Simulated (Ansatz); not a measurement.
Output of an Ansatz run (abridged):

```
WARN ansatz: RAYON_NUM_THREADS=1 ignored (pool sized by the plan → 1); use --threads N
Pseudopotentials: kind: paw
Pseudopotential: Ru, paw, valence charge 16
Pseudopotential: O, paw, valence charge 6
Crystal: 6 atoms, lattice volume = 60.457 Å³
Basis set: ecut = 420.4159175005146 eV, 1187 PW (Γ), exchange–correlation on 60×60×48 points (8 copies of the dense FFT grid, shifted against one another)
Bands: 34, of which v1, the nominal top of the filled ones, is band 28 counted from 1 (27 counted from 0)
Symmetry: 16 space group operations
Space group: P42/mnm (ITA 136), of the structure as read, at distance tolerance 3.9e-5 Å
k-points: 50 of 324
Initial density: superposition of atomic densities (neutral atoms: chi_scale 0, normalization atom), corrected by the library's trained network
Initial wavefunctions: pseudopotential atomic-orbital guess
Eigensolver: davidson
Functional: x = pbe(κ = 0.804, μ = 0.2195149727645171), c = pbe(β = 0.06672455060314922)
SCF iter   1: F=—  HF=-14023.240151 eV  |F-HF|=—  |Δ(HF+E_count)|=         —  Δρ=1.09e-2  dr2=2.29e-2  ethr=1.77e-3  ⟨swp⟩=5.4  Hψ=6465  notcnv=0
all-band conjugate gradients solve this SCF's bands
preconditioner: auto → LDOS
SCF iter   2: F=—  HF=-14023.238597 eV  |F-HF|=—  |Δ(HF+E_count)|=   1.55e-3  Δρ=3.92e-3  dr2=3.52e-3  ethr=4.09e-5  ⟨swp⟩=2.2  Hψ=3097  notcnv=0
SCF iter   3: F=—  HF=-14023.237563 eV  |F-HF|=—  |Δ(HF+E_count)|=   1.03e-3  Δρ=9.46e-4  dr2=3.23e-4  ethr=6.29e-6  ⟨swp⟩=2.2  Hψ=2909  notcnv=0
SCF iter   4: F=—  HF=-14023.237505 eV  |F-HF|=—  |Δ(HF+E_count)|=   5.81e-5  Δρ=2.61e-4  dr2=2.72e-5  ethr=5.77e-7  ⟨swp⟩=2.1  Hψ=2502  notcnv=0
SCF iter   5: F=—  HF=-14023.237537 eV  |F-HF|=—  |Δ(HF+E_count)|=   3.22e-5  Δρ=8.10e-5  dr2=2.22e-6  ethr=4.85e-8  ⟨swp⟩=2.1  Hψ=2627  notcnv=0
SCF iter   6: F=-14023.237537 eV  HF=-14023.237537 eV  |F-HF|=1.04e-8  |Δ(HF+E_count)|=   3.38e-7  Δρ=1.08e-5  dr2=3.90e-8  ethr=1.79e-10  ⟨swp⟩=5.9  Hψ=7998  notcnv=0
SCF 1 converged in 6 iterations: F = -14023.237537 eV  dr2 = 3.90e-8
SCF converged after 6 iterations
Free energy (F): -14023.237537 eV
Harris-Foulkes:  -14023.237537 eV  (|F-HF|=1.04e-8)
Internal energy: -14023.217400 eV  (E = F + TS)
E sigma→0 (E₀):  -14023.227468 eV
Entropy (-TS):   -0.020137 eV (-3.356 meV/atom)
Fermi energy:    13.796190 eV
--- Per-component energies (eV) ---
  E_band       = -334.307462
  E_kinetic    = 1725.637531
  E_local      = -4650.592183  (includes V_loc(G=0)·N_el)
  E_nonlocal   = 880.742976
  E_hartree    = 1571.950394
  E_xc         = -672.110299
  E_vxc        = -849.824908  (∫ρ·V_xc dr)
  E_paw        = -7553.094288  (= ΣΔE_a)
  E_vpaw       = -584.174756  (= ΣTr[D̂ρ^β])
  E_aug_tail   = 0.009335  (compensation charges beyond the density's cutoff)
  E_ewald      = -5325.760866
  E_smearing   = -0.020137  (= −TS)
  E_closure    = -0.000000  (closes the sum)
  Σ components = -14023.237537   (vs F -14023.237537, Δ=0.00e0)
--- Forces (eV/Å), atoms counted from 1 ---
  atom   1  Ru     0.00000000     0.00000000     0.00000000
  atom   2  Ru     0.00000000    -0.00000000     0.00000000
  atom   3  O      0.02163282    -0.02163282     0.00000000
  atom   4  O     -0.02163282     0.02163282     0.00000000
  atom   5  O      0.02163282     0.02163282     0.00000000
  atom   6  O     -0.02163282    -0.02163282     0.00000000
  max |Σ_I F_I| component: 1.04e-17 eV/Å
--- Stress (GPa, compression-positive) ---
       15.131395       0.000000       0.000000
        0.000000      15.131395       0.000000
        0.000000       0.000000      16.844771
  P = ⅓ Tr σ = 15.7025 GPa (157.025 kbar)
  The stress holds the Pulay correction. Without it, at fixed plane waves, as pw.x and ABINIT print it: P = 14.8842 GPa
--- Band table (eV; the first three rows and the last of 50) ---
  k-point 0: bands = ["-59.7221", "-59.7135", "-30.0256", "-30.0256", "-29.5805", "-29.5746", "-29.5746", "-29.5500", "-6.7476", "-5.6671", "-4.5784", "-4.5784", "4.9693", "5.1409", "6.1978", "6.6885", "6.6885", "9.3667", "9.4140", "9.4140", [...]
  k-point 1: bands = ["-59.7204", "-59.7123", "-30.0234", "-30.0234", "-29.6044", "-29.5759", "-29.5708", "-29.5708", "-6.6314", "-5.6014", "-4.6511", "-4.6511", "5.0983", "5.3147", "6.3313", "6.7358", "6.7358", "8.9810", "9.5481", "9.5481", [...]
  k-point 2: bands = ["-59.7160", "-59.7094", "-30.0179", "-30.0179", "-29.6641", "-29.6413", "-29.5613", "-29.5613", "-6.3184", "-5.4467", "-4.8306", "-4.8306", "5.4377", "5.7782", "6.7255", "6.8855", "6.8855", "8.1900", "9.2788", "9.7628", [...]
  k-point 49: bands = ["-59.7057", "-59.7057", "-30.0092", "-30.0092", "-29.7682", "-29.7682", "-29.5444", "-29.5444", "-5.2836", "-5.2836", "-5.2739", "-5.2739", "6.4333", "6.4333", "6.5723", "6.5723", "7.3941", "7.3941", "8.8567", "8.8567", [...]
```

The structure:

```xyz
6
Lattice="4.4327 0.0000 0.0000 0.0000 4.4327 0.0000 0.0000 0.0000 3.0768" Properties=species:S:1:pos:R:3 pbc="T T T"
Ru     2.2164     2.2164     1.5384
Ru     0.0000     0.0000     0.0000
O      3.5703     0.8624     1.5384
O      0.8624     3.5703     1.5384
O      1.3539     1.3539     0.0000
O      3.0788     3.0788     0.0000
```

Q: Reconstruct the input of this run.

A: Other spellings and defaults could give the same log, and not every line can be read from it. The input that was run (DFT, PBE, plane waves, default PAW files):

Ansatz 0.2 input:
```yaml
# RuO2
crystal:
  lattice:
    - [4.432744, 0.000000, 0.000000]
    - [0.000000, 4.432744, 0.000000]
    - [0.000000, 0.000000, 3.076804]
  atoms:
    - { symbol: Ru, position: [0.500000, 0.500000, 0.500000] }
    - { symbol: Ru, position: [0.000000, 0.000000, 0.000000] }
    - { symbol: O, position: [0.805440, 0.194560, 0.500000] }
    - { symbol: O, position: [0.194560, 0.805440, 0.500000] }
    - { symbol: O, position: [0.305440, 0.305440, 0.000000] }
    - { symbol: O, position: [0.694560, 0.694560, 0.000000] }
basis:
  ecutwfc: 30.9 Ry
kpoints:
  mp_grid: { grid: [6, 6, 9] }
hamiltonian:
  xc: pbe
  pseudopotentials: { kind: paw }
scf:
  occupations: { method: gaussian, width: 0.0073 Ry }
output:
  forces: true
  eigenvalues: true
  stress: true
```

The starting cell comes from a database of computed structures (which also holds hypothetical and non-ambient phases and stackings), without a prior relaxation at this level. Its lattice was rescaled by a random factor within 2.5 % of one. Spin polarisation is off. With a pressure of about 16 GPa the cell is away from its equilibrium volume at this level. Ansatz's pressure includes its estimate of the finite-basis (Pulay) stress. Without the estimate this run gives 14.88 GPa.

Ansatz is a quantum-chemistry and plane-wave program.
